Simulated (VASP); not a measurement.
# Si (Imma) in VASP: settings compared

Aim: see how the results for Si move with the level of theory and the settings. Levels: PBE, r2SCAN. Tasks: relaxation of cell and atoms.

All numbers are computed with VASP 6.6.1; they aren't measurements. Logs are shortened: lines on timing, memory, paths and dates and some standing lists are left out, and cuts for length are marked.

## (1) Starting point

Symmetry: Imma, No. 74, orthorhombic system. Conventional cell: a = 4.763 Å, b = 4.891 Å, c = 2.629 Å, α = 90.00°, β = 90.00°, γ = 90.00°. Si (site symmetry mm2) is surrounded by 6 Si at 2.50 to 2.63 Å.

This isn't the form of Si at room conditions, which is diamond.

## (2) Relaxation of cell and atoms, PBE

INCAR reads:

```
SYSTEM = Si
PREC     = Accurate       ! precision mode
ENCUT    = 600            ! plane-wave cutoff, eV
EDIFF    = 1E-7           ! SCF threshold, eV
ISMEAR   = 0              ! smearing method
SIGMA    = 0.03           ! smearing width, eV
LREAL    = .FALSE.        ! projectors in reciprocal space
LASPH    = .TRUE.         ! aspherical terms in the spheres
NELM     = 80             ! most SCF steps
ALGO     = Normal         ! electronic algorithm
ISIF     = 3              ! what is computed and relaxed
LWAVE    = .FALSE.        ! write WAVECAR
LCHARG   = .FALSE.        ! write CHGCAR
GGA      = PE             ! functional
IBRION   = 2              ! ionic algorithm
NSW      = 90             ! ionic steps
EDIFFG   = -0.005         ! ionic threshold
```

KPOINTS reads:

```
Automatic mesh
0
G
  12 12 12
  0 0 0
```

POSCAR reads:

```
Si                                      
1.0
   -2.3816508349      2.4456577646      1.3146677198
    2.3816508349     -2.4456577646      1.3146677198
    2.3816508349      2.4456577646     -1.3146677198
  Si            
     2
Direct
     0.8530426736046310    0.1030426736046310    0.7500000000000000
     0.1469573263953690    0.8969573263953690    0.2500000000000000
```

Potentials or basis: VASP PAW PBE potentials, release 64 (Si).

On the command line:

```console
> cat potpaw_PBE.64/Si/POTCAR > POTCAR
> mpirun -np 1 vasp_std > vasp.out
```

OUTCAR:

```text
SYSTEM = Si
   PREC = Accurate
   ENCUT = 600
   EDIFF = 1E-7
   ISMEAR = 0
   LREAL = .FALSE.
   LASPH = .TRUE.
   NELM = 80
   ISIF = 3
   GGA = PE
   IBRION = 2
   NSW = 90
   EDIFFG = -0.005

 ion  position               nearest neighbor table
   1  0.853  0.103  0.750-   2 2.50   2 2.50   2 2.50   2 2.50   2 3.02   2 3.02
   2  0.147  0.897  0.250-   1 2.50   1 2.50   1 2.50   1 2.50   1 3.02   1 3.02

  LATTYP: Found a body centered orthorhombic cell.
 ALAT       =     2.6293354396
 B/A-ratio  =     1.8115990824
 C/A-ratio  =     1.8602858561

  Lattice vectors:

 A1 = (   2.3816508349,  -2.4456577646,   1.3146677198)
 A2 = (  -2.3816508349,  -2.4456577646,  -1.3146677198)
 A3 = (   2.3816508349,   2.4456577646,  -1.3146677198)

Analysis of symmetry for initial positions (statically):
=====================================================================
 Subroutine PRICEL returns:
 Original cell was already a primitive cell.

 Routine SETGRP: Setting up the symmetry group for a
 body centered orthorhombic supercell.

 Subroutine GETGRP returns: Found  8 space group operations
 (whereof  4 operations were pure point group operations)
 out of a pool of  8 trial point group operations.

The static configuration has the point symmetry C_2h.
 The point group associated with its full space group is D_2h.

Analysis of symmetry for dynamics (positions and initial velocities):
=====================================================================
 Subroutine PRICEL returns:
 Original cell was already a primitive cell.

 Routine SETGRP: Setting up the symmetry group for a
 body centered orthorhombic supercell.

 Subroutine GETGRP returns: Found  8 space group operations
 (whereof  4 operations were pure point group operations)
 out of a pool of  8 trial point group operations.

The dynamic configuration has the point symmetry C_2h.
 The point group associated with its full space group is D_2h.

 Subroutine INISYM returns: Found  8 space group operations
 (whereof  4 operations are pure point group operations),
 and found     1 'primitive' translations

----------------------------------------------------------------------------------------

                                     Primitive cell

  volume of cell :      30.6302

  direct lattice vectors                    reciprocal lattice vectors
    -2.381650835  2.445657765  1.314667720     0.000000000  0.204443977  0.380324239
     2.381650835 -2.445657765  1.314667720     0.209938414  0.000000000  0.380324239
     2.381650835  2.445657765 -1.314667720     0.209938414  0.204443977  0.000000000

  length of vectors
     3.658121624  3.658121624  3.658121624     0.431791462  0.434419917  0.293038355

  position of ions in fractional coordinates (direct lattice)
     0.853042674  0.103042674  0.750000000
     0.146957326  0.896957326  0.250000000

  ion indices of the primitive-cell ions
   primitive index   ion index
                 1           1
                 2           2

----------------------------------------------------------------------------------------

 KPOINTS: Automatic mesh

Automatic generation of k-mesh.
 Grid dimensions read from file:
 generate k-points for:   12   12   12

 Generating k-lattice:

  Cartesian coordinates                     Fractional coordinates (reciprocal lattice)
     0.000000000  0.017036998  0.031693687     0.083333333  0.000000000 -0.000000000
     0.017494868  0.000000000  0.031693687     0.000000000  0.083333333 -0.000000000
     0.017494868  0.017036998  0.000000000    -0.000000000  0.000000000  0.083333333

  Length of vectors
     0.035982622  0.036201660  0.024419863

  Shift w.r.t. Gamma in fractional coordinates (k-lattice)
     0.000000000  0.000000000  0.000000000

 Subroutine IBZKPT returns following result:
 ===========================================

 Found    280 irreducible k-points:

 Following reciprocal coordinates:
            Coordinates               Weight
  0.000000  0.000000  0.000000      1.000000
  0.083333  0.000000  0.000000      4.000000
  0.166667 -0.000000  0.000000      4.000000
  0.250000 -0.000000  0.000000      4.000000
  0.333333 -0.000000  0.000000      4.000000
  0.416667 -0.000000  0.000000      4.000000
[... 16 lines left out ...]
  0.250000  0.166667  0.000000      8.000000
  0.333333  0.166667  0.000000      8.000000
 [... further k-points ...]
   k-points           NKPTS =    280   k-points in BZ     NKDIM =    280   number of bands    NBANDS=      8
   number of dos      NEDOS =    301   number of ions     NIONS =      2
   total plane-waves  NPLWV =  27000
   dimension x,y,z NGX =    30 NGY =   30 NGZ =   30
   dimension x,y,z NGXF=    60 NGYF=   60 NGZF=   60
   ions per type =               2
   NGX,Y,Z   is equivalent  to a cutoff of  13.63, 13.63, 13.63 a.u.
   NGXF,Y,Z  is equivalent  to a cutoff of  27.27, 27.27, 27.27 a.u.
 SYSTEM =  Si
   PREC   = accura    normal or accurate (medium, high low for compatibility)
   ISTART =      0    job   : 0-new  1-cont  2-samecut
   ICHARG =      2    charge: 1-file 2-atom 10-const
   ISPIN  =      1    spin polarized calculation?
   LNONCOLLINEAR =      F non collinear calculations
   LSORBIT =      F    spin-orbit coupling
   LASPH  =      T    aspherical Exc in radial PAW
   ENCUT  =  600.0 eV  44.10 Ry    6.64 a.u.   7.31  7.31  7.31*2*pi/ulx,y,z
   NELM   =     80;   NELMIN=  2; NELMDL= -5     # of ELM steps
   EDIFF  = 0.1E-06   stopping-criterion for ELM
   LREAL  =      F    real-space projection
   EDIFFG = -.5E-02   stopping-criterion for IOM
   NSW    =     90    number of steps for IOM
   IBRION =      2    ionic relax: 0-MD 1-quasi-New 2-CG
   NFREE  =      1    steps in history (QN), initial steepest desc. (CG)
   ISIF   =      3    stress and relaxation
   ISYM   =      2    0-nonsym 1-usesym 2-fastsym
   POTIM  = 0.5000    time-step for ionic-motion
   TEBEG  =    0.0;   TEEND  =   0.0 temperature during run
   PSTRESS=    0.0 pullay stress
   NELECT =       8.0000    total number of electrons
   NUPDOWN=      -1.0000    fix difference up-down
   EMIN   =  10.00;   EMAX   =-10.00  energy-range for DOS
   EFERMI =   0.00;   METHOD = LEGACY
   ISMEAR =     0;   SIGMA  =   0.03  broadening in eV -4-tet -1-fermi 0-gaus
   EFERMI_NEDOS =   21; number of points for ismear=-14 and -15
   IALGO  =     38    algorithm
   IMIX   =      4    mixing-type and parameters
     AMIX     =   0.40;   BMIX     =  1.00
     AMIX_MAG =   1.60;   BMIX_MAG =  1.00
  volume/ion in A,a.u.               =      15.32       103.35
  Fermi-wavevector in a.u.,A,eV,Ry     =   1.046457  1.977518 14.899375  1.095073
  Thomas-Fermi vector in A             =   2.181296
   LORBIT       =      0    0 simple, 1 ext, 2 COOP (PROOUT), +10 PAW based schemes
   GGA     = PE    functional components
   LHFCALC =     F    Hartree Fock is set to
   AEXX    =    0.0000 exact exchange contribution
   IVDW    =     0    specifies the selected vdW correction
   LEPSILON=     F    determine dielectric tensor
   LRPA    =     F    only Hartree local field effects (RPA)
 conjugate gradient relaxation of ions
 non-spin polarized calculation
 Gauss-broadening in eV      SIGMA  =   0.03
  energy-cutoff  :      600.00
  volume of cell :       30.63
 maximum number of plane-waves:      1040
 NGX is ok and might be reduce to    30
   NGX = 15   NGY = 15   NGZ = 15

--------------------------------------- Ionic step        1  -------------------------------------------

 number of electron       8.0000000 magnetization

 Free energy of the ion-electron system (eV)
  ---------------------------------------------------
  ext. energy  EPLUGINS =         0.00000000
  ---------------------------------------------------
  free energy    TOTEN  =       -10.26983782 eV

  energy without entropy =      -10.26936271  energy(sigma->0) =      -10.26960026

------------------------ aborting loop because EDIFF is reached ----------------------------------------

  FORCE on cell =-STRESS in cart. coord.  units (eV):
  Direction    XX          YY          ZZ          XY          YZ          ZX
  --------------------------------------------------------------------------------------
  -------------------------------------------------------------------------------------
  Total       -0.0017036      0.0172471      0.0145857      0.0000000     -0.0000000      0.0000000
  in kB       -0.0891117      0.9021438      0.7629366      0.0000000     -0.0000000      0.0000000
  external PRESSURE =       0.5253229 kB  Pullay stress =       0.0000000 kB

 VOLUME and BASIS-vectors are now :
 -----------------------------------------------------------------------------
  energy-cutoff  :      600.00
  volume of cell :       30.63
      direct lattice vectors                 reciprocal lattice vectors
    -2.381650835  2.445657765  1.314667720     0.000000000  0.204443977  0.380324239
     2.381650835 -2.445657765  1.314667720     0.209938414  0.000000000  0.380324239
     2.381650835  2.445657765 -1.314667720     0.209938414  0.204443977  0.000000000

 POSITION                                       TOTAL-FORCE (eV/Angst)
 -----------------------------------------------------------------------------------
      0.00000      3.66849      0.27093        -0.000000     -0.000000      0.003965
      2.38165     -1.22283      1.04373         0.000000      0.000000     -0.003965
 -----------------------------------------------------------------------------------
    total drift:                               -0.000000      0.000000     -0.000000

  FREE ENERGIE OF THE ION-ELECTRON SYSTEM (eV)
  ---------------------------------------------------
  free  energy   TOTEN  =       -10.2698378225 eV

  energy  without entropy=      -10.2693627070  energy(sigma->0) =      -10.26960026

--------------------------------------- Ionic step        2  -------------------------------------------

 number of electron       8.0000000 magnetization

 Free energy of the ion-electron system (eV)
  ---------------------------------------------------
  ext. energy  EPLUGINS =         0.00000000
  ---------------------------------------------------
  free energy    TOTEN  =       -10.26984223 eV

  energy without entropy =      -10.26936813  energy(sigma->0) =      -10.26960518

 E-fermi :   9.1114     XC(G=0): -10.8845

 val. band max:        9.1089978070   @ k =   0.4167  -0.2500   0.0833
 cond. band min:       9.1173360280   @ k =   0.3333   0.4167   0.0833
 fundamental gap:      0.0083382210
 Fermi energy:         9.1114080838

 k-point     1 :       0.0000    0.0000    0.0000
  band No.  band energies     occupation
      1      -4.6114      2.00000
      2       6.3910      2.00000
      3       6.6871      2.00000
      4       6.8325      2.00000
      5      10.6527      0.00000
      6      16.6584      0.00000
      7      17.3889      0.00000
      8      18.2188      0.00000
[... 243 lines left out ...]
 k-point    24 :       0.3333    0.1667    0.0000
  band No.  band energies     occupation
      1       1.2689      2.00000
      2       3.2978      2.00000
      3       5.3389      2.00000
      4       7.0073      2.00000
      5       9.3444      0.00000
      6      11.0235      0.00000
      7      12.2600      0.00000
      8      15.2290      0.00000

 [... further k-points ...]

------------------------ aborting loop because EDIFF is reached ----------------------------------------

  FORCE on cell =-STRESS in cart. coord.  units (eV):
  Direction    XX          YY          ZZ          XY          YZ          ZX
  --------------------------------------------------------------------------------------
  -------------------------------------------------------------------------------------
  Total       -0.0000933     -0.0085225     -0.0046686      0.0000000     -0.0000000      0.0000000
  in kB       -0.0048786     -0.4454659     -0.2440236      0.0000000     -0.0000000      0.0000000
  external PRESSURE =      -0.2314560 kB  Pullay stress =       0.0000000 kB

 VOLUME and BASIS-vectors are now :
 -----------------------------------------------------------------------------
  energy-cutoff  :      600.00
  volume of cell :       30.65
      direct lattice vectors                 reciprocal lattice vectors
    -2.381552964  2.446675212  1.315130255     0.000000000  0.204358959  0.380190478
     2.381552964 -2.446675212  1.315130255     0.209947042  0.000000000  0.380190478
     2.381552964  2.446675212 -1.315130255     0.209947042  0.204358959  0.000000000

 POSITION                                       TOTAL-FORCE (eV/Angst)
 -----------------------------------------------------------------------------------
      0.00000      3.67001      0.27122         0.000000     -0.000000      0.002981
      2.38155     -1.22334      1.04391        -0.000000      0.000000     -0.002981
 -----------------------------------------------------------------------------------
    total drift:                               -0.000000      0.000000     -0.000000

  FREE ENERGIE OF THE ION-ELECTRON SYSTEM (eV)
  ---------------------------------------------------
  free  energy   TOTEN  =       -10.2698422306 eV

  energy  without entropy=      -10.2693681341  energy(sigma->0) =      -10.26960518

 reached required accuracy - stopping structural energy minimisation
```

Wall time 57 s (1 thread of AMD EPYC 9R45 (Zen 5), shared host); peak memory 0.18 GiB.

Results:

| Item | Value |
| --- | --- |
| Free energy | -10.2698 eV |
| Relaxed volume | 15.33 Å³/atom |
| Relaxed cell | a = 3.659 Å, b = 3.659 Å, c = 3.659 Å, α = 98.78°, β = 96.07°, γ = 137.87° |
| Space group after relaxing (to 0.05 Å) | Imma (No. 74) |
| Energy gained by relaxing | 0.0 meV/atom |
| Ionic steps | 2 |
| Pressure after relaxing | 0.0 GPa |
| Band gap on the k mesh | none (metal or under the smearing width) |

Forces on the atoms (eV/Å):
```
Si   0.000  0.000  0.003
Si   0.000  0.000 -0.003
```

Final structure:
```xyz
2
Lattice="-2.3816 2.4467 1.3151 2.3816 -2.4467 1.3151 2.3816 2.4467 -1.3151" Properties=species:S:1:pos:R:3 pbc="T T T"
Si    0.0000    3.6700    0.2712
Si    2.3816   -1.2233    1.0439
```

## (3) Relaxation of cell and atoms, r2SCAN, target pressure 15.8 GPa, at which the enthalpy is minimised

This run uses another cell than the first one, of 13.60 Å³/atom, 0.888 times its volume.

INCAR reads:

```
SYSTEM = Si
PREC = Accurate
ENCUT = 600
EDIFF = 1E-6
ISMEAR = 0
SIGMA = 0.03
LREAL = .FALSE.
LASPH = .TRUE.
NELM = 80
ALGO = Normal
ISIF = 3
LWAVE = .FALSE.
LCHARG = .FALSE.
METAGGA = R2SCAN
LMIXTAU = .TRUE.
IBRION = 2
NSW = 90
EDIFFG = -0.01
PSTRESS = 158.0
```

KPOINTS is that of step 2.

POSCAR reads:

```
Si
1.0
   -2.2510000000      2.3685000000      1.2750000000
    2.2510000000     -2.3685000000      1.2750000000
    2.2510000000      2.3685000000     -1.2750000000
Si
2
Direct
    0.8070000000      0.0570000000      0.7500000000
    0.1930000000      0.9430000000      0.2500000000
```

Potentials or basis: VASP PAW PBE potentials, release 64 (Si).

On the command line:

```console
> cat potpaw_PBE.64/Si/POTCAR > POTCAR
> mpirun -np 1 vasp_std > vasp.out
```

Run time: 42 min. Hardware: 1 thread of AMD EPYC 9R45 (Zen 5), shared host; peak memory 0.18 GiB.

It converged, with:

| Item | Value |
| --- | --- |
| Free energy | -16.5174 eV |
| Relaxed volume | 13.37 Å³/atom |
| Relaxed cell | a = 3.499 Å, b = 3.499 Å, c = 3.499 Å, α = 101.58°, β = 93.32°, γ = 137.85° |
| Space group after relaxing (to 0.05 Å) | P6/mmm (No. 191) |
| Energy change on relaxing (the enthalpy is what falls) | +16.2 meV/atom |
| Ionic steps | 37 |
| Pressure after relaxing | 15.8 GPa |
| Band gap on the k mesh | none (metal or under the smearing width) |

Forces on the atoms (eV/Å):
```
Si   0.000  0.000 -0.003
Si   0.000  0.000  0.003
```

Stress tensor (GPa, compression positive):
```
15.86  0.00  0.00
 0.00 15.70  0.00
 0.00  0.00 15.79
```

The path:
| step | energy change (eV) | largest force (eV/Å) | pressure (GPa) | volume (Å³) |
| --- | --- | --- | --- | --- |
| 1 | 0.0000 | 0.0078 | 14.71 | 27.19 |
| 2 | 0.0307 | 0.0797 | 16.82 | 26.82 |
| 3 | 0.0178 | 0.0575 | 16.09 | 26.94 |
| 4 | 0.0184 | 0.0587 | 16.13 | 26.93 |
| 5 | 0.0104 | 0.0452 | 15.59 | 27.01 |
| 6 | 0.0124 | 0.0487 | 15.75 | 26.99 |
| 7 | 0.0123 | 0.0427 | 15.74 | 26.99 |
| 8 | 0.0123 | 0.0338 | 15.72 | 26.98 |
| 9 | 0.0125 | 0.0341 | 15.72 | 26.98 |
| 10 | 0.0130 | 0.0331 | 15.72 | 26.97 |
| 11 | 0.0141 | 0.0323 | 15.70 | 26.96 |
| 12 | 0.0165 | 0.0248 | 15.73 | 26.92 |
| 13 | 0.0226 | 0.0142 | 15.80 | 26.86 |
| 14 | 0.0247 | 0.0049 | 15.90 | 26.84 |
| 15 | 0.0254 | 0.0033 | 15.93 | 26.83 |
| 16 | 0.0256 | 0.0033 | 15.94 | 26.83 |
| 17 | 0.0232 | 0.0045 | 15.76 | 26.85 |
| 18 | 0.0224 | 0.0047 | 15.71 | 26.86 |
| 19 | 0.0207 | 0.0047 | 15.57 | 26.88 |
| 20 | 0.0218 | 0.0057 | 15.67 | 26.86 |
| 21 | 0.0227 | 0.0085 | 15.67 | 26.85 |
| 22 | 0.0241 | 0.0107 | 15.69 | 26.84 |
| 23 | 0.0235 | 0.0105 | 15.68 | 26.85 |
| 24 | 0.0239 | 0.0106 | 15.69 | 26.84 |
| 25 | 0.0251 | 0.0131 | 15.72 | 26.83 |
| 26 | 0.0277 | 0.0162 | 15.82 | 26.80 |
| 27 | 0.0285 | 0.0149 | 15.84 | 26.79 |
| 28 | 0.0310 | 0.0126 | 15.91 | 26.76 |
| 29 | 0.0361 | 0.0163 | 16.11 | 26.71 |
| 30 | 0.0484 | 0.0026 | 16.85 | 26.59 |
| 31 | 0.0379 | 0.0140 | 16.22 | 26.69 |
| 32 | 0.0362 | 0.0101 | 16.10 | 26.70 |
| 33 | 0.0318 | 0.0010 | 15.75 | 26.75 |
| 34 | 0.0338 | 0.0051 | 15.90 | 26.73 |
| 35 | 0.0320 | 0.0035 | 15.76 | 26.74 |
| 36 | 0.0315 | 0.0028 | 15.72 | 26.75 |
| 37 | 0.0323 | 0.0028 | 15.78 | 26.74 |

Final structure:
```xyz
2
Lattice="-2.2121 2.4016 1.2584 2.2121 -2.4016 1.2584 2.2121 2.4016 -1.2584" Properties=species:S:1:pos:R:3 pbc="T T T"
Si    0.0000    3.6024    0.0124
Si    2.2121   -1.2008    1.2460
```

Levels at points of the mesh, in eV from the Fermi level:
```
           k point  band 2  band 3  band 4  band 5  band 6  band 7
(0.00, 0.00, 0.00)   -3.60   -2.58   -1.78    1.19    7.84    8.87
(0.50, 0.00, 0.00)   -8.32   -1.52   -1.46   -0.83   -0.70    5.22
(0.00, 0.50, 0.00)   -7.86   -3.53   -2.38   -1.50    1.27    5.87
(0.50, 0.50, 0.00)  -12.30   -0.22   -0.22    3.35    3.35    9.41
(0.50, 0.50, 0.50)   -8.40   -8.34   -7.95    6.40    7.17   14.75
```

Caveat: the cell is relaxed towards a set pressure, so the enthalpy falls and the energy may rise; the PAW data sets were made with another functional, which shifts forces and pressure a little.
